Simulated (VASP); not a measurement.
Set up this calculation in VASP 6.6.1, as the native input.

```yaml
Task: G0W0 quasiparticle levels
Functional: PBE
Potentials_or_basis: VASP PAW PBE potentials, release 64 (Sn_d_GW, O_GW)
Cutoff: 500 eV
k_mesh: 2 × 2 × 4
Occupations: gaussian, width 0.01 eV
Spin: no spin polarisation
Ladder: free
GW_scheme: G0W0
GW_iterations: 1
Cutoff_of_the_response_function: 150
Frequency_points: 50
Empty_bands: 298
Further_INCAR_settings: ALGO = EVGW0; EDIFF = 1e-08; NBANDS = 324
```

The system is SnO2 (Cassiterite).

```
Sn O
1.0
     4.73800    0.00000    0.00000
     0.00000    4.73800    0.00000
     0.00000    0.00000    3.18650
Sn O
2 4
Direct
  0.50000 0.50000 0.50000
  0.00000 0.00000 0.00000
  0.80710 0.19290 0.50000
  0.69290 0.69290 0.00000
  0.19290 0.80710 0.50000
  0.30710 0.30710 0.00000
```

One way to write it, as run:

POSCAR

```
SnO2
1.0
    4.7380000000      0.0000000000      0.0000000000
    0.0000000000      4.7380000000      0.0000000000
    0.0000000000      0.0000000000      3.1865000000
Sn O
2 4
Direct
    0.5000000000      0.5000000000      0.5000000000
    0.0000000000      0.0000000000      0.0000000000
    0.8071000000      0.1929000000      0.5000000000
    0.6929000000      0.6929000000      0.0000000000
    0.1929000000      0.8071000000      0.5000000000
    0.3071000000      0.3071000000      0.0000000000
```

INCAR.step1

```
SYSTEM = SnO2
ALGO = Normal
EDIFF = 1E-8
ENCUT = 500
GGA = PE
ISMEAR = 0
KPAR = 4
LASPH = .True.
LCHARG = .False.
LREAL = .False.
LWAVE = .True.
NELM = 60
PREC = Accurate
SIGMA = 0.01
```

INCAR.step2

```
SYSTEM = SnO2
ALGO = Exact
EDIFF = 1E-8
ENCUT = 500
GGA = PE
ISMEAR = 0
ISTART = 1
KPAR = 4
LASPH = .True.
LCHARG = .False.
LOPTICS = .True.
LREAL = .False.
LWAVE = .True.
NBANDS = 324
NELM = 1
PREC = Accurate
SIGMA = 0.01
```

INCAR.step3

```
SYSTEM = SnO2
ALGO = EVGW0
EDIFF = 1E-8
ENCUT = 500
ENCUTGW = 150
GGA = PE
ISMEAR = 0
ISTART = 1
KPAR = 4
LASPH = .True.
LCHARG = .False.
LREAL = .False.
LWAVE = .False.
NBANDS = 324
NBANDSGW = 34
NELMGW = 1
NOMEGA = 50
PREC = Accurate
PRECFOCK = Fast
SIGMA = 0.01
```

KPOINTS

```
k-points
0
Gamma
  2 2 4
  0 0 0
```

Potentials or basis: VASP PAW PBE potentials, release 64 (Sn_d_GW, O_GW).

Run with:

```sh
$ cat potpaw_PBE.64/Sn_d_GW/POTCAR potpaw_PBE.64/O_GW/POTCAR > POTCAR
$ cp INCAR.step1 INCAR
$ mpirun -np 4 vasp_std > vasp.out
$ cp INCAR.step2 INCAR
$ mpirun -np 4 vasp_std > vasp.out
$ cp INCAR.step3 INCAR
$ mpirun -np 4 vasp_std > vasp.out
```

It gave:

```json
{"Band gap on the k mesh, mean-field level": "1.26 eV, direct", "Quasiparticle gap": "2.69 eV", "Least direct quasiparticle gap": "2.69 eV"}
```

Caveat: the k mesh is coarse (spacing up to 0.66 Å⁻¹), so the values aren't converged; bands, screening cutoff and mesh are small and nothing is extrapolated, so the quasiparticle values aren't converged; spin-orbit coupling is left out, which moves the levels of the heavy elements.

Wall time 4.4 min on 4 MPI ranks on Intel(R) Xeon(R) Platinum 8559C (Emerald Rapids), with other jobs on the host, peak memory 0.91 GiB a rank.
